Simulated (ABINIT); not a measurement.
Crystal: Si2Mo.

```xyz
3
Lattice="-1.6000 1.6000 3.9305 1.6000 -1.6000 3.9305 1.6000 1.6000 -3.9305" Properties=species:S:1:pos:R:3 pbc="T T T"
Mo    0.0000    0.0000    0.0000
Si    0.0000    0.0000    5.2433
Si    0.0000    0.0000    2.6177
```

Base run:

- Program: ABINIT 10.8.3 (patched build)
- Functional: PBE
- Potentials or basis: PseudoDojo NC SR PBE v0.4.1 standard
- Cutoff: 952 eV
- k mesh: 9 × 9 × 9
- Occupations: fermi-dirac, width 0.05 eV
- Spin: no spin polarisation

Its results: band gap on the k mesh none (metal or under the smearing width); pressure 2.0 GPa; largest force 0.303 eV/Å.

Q: The run is repeated on the same cell with these changes: functional from PBE to LDA; potentials or basis from PseudoDojo NC SR PBE v0.4.1 standard to PseudoDojo NC SR LDA v0.4.1 standard. What comes out?

A: Band gap on the k mesh none (metal or under the smearing width); pressure -6.6 GPa; largest force 0.399 eV/Å.
